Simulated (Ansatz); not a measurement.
Crystal: Rh.

```
Rh
1.0
     0.00000    1.89785    1.89785
     1.89785    0.00000    1.89785
     1.89785    1.89785    0.00000
Rh
1
Direct
  0.00000 0.00000 0.00000
```

Program: Ansatz 0.2.0. Alike in all runs: potentials or basis Ansatz PAW; cell as given.

Problem. Order these runs on this cell by their pressure, lowest first.
A. level PBEsol; spin SOC, no magnetisation; k mesh 9 × 9 × 9; cutoff (eV) 420; smearing fermi-dirac 0.05 eV; points for each segment of the path 14
B. level LDA+D3(BJ); spin off; k mesh 12 × 12 × 12; cutoff (eV) 420; smearing methfessel-paxton 0.1 eV
C. level r2SCAN; spin off; k mesh 12 × 12 × 12; cutoff (eV) 500; smearing fermi-dirac 0.05 eV; points for each segment of the path 14
D. level BLYP; spin off; k mesh 12 × 12 × 12; cutoff (eV) 420; smearing fermi-dirac 0.05 eV; points for each segment of the path 14
E. level LDA; spin SOC, no magnetisation; k mesh 9 × 9 × 9; cutoff (eV) 420; smearing fermi-dirac 0.05 eV; points for each segment of the path 14

Solution. B (-17.9 GPa), E (-9.4 GPa), A (-3.3 GPa), C (0.8 GPa), D (21.3 GPa).

Caveats: the PAW data sets come from PBE, with cores solved anew for the run's functional, which leaves a small shift of forces and pressure; so large a pressure means that the cell lies far from this level's equilibrium, or that cutoff or potentials fall short (some runs); pairwise dispersion overbinds metals, which lowers pressure and volume (some runs); the dispersion damping was fitted for another functional or another form of the correction (some runs).

Runs at the PBE level aren't shown here.
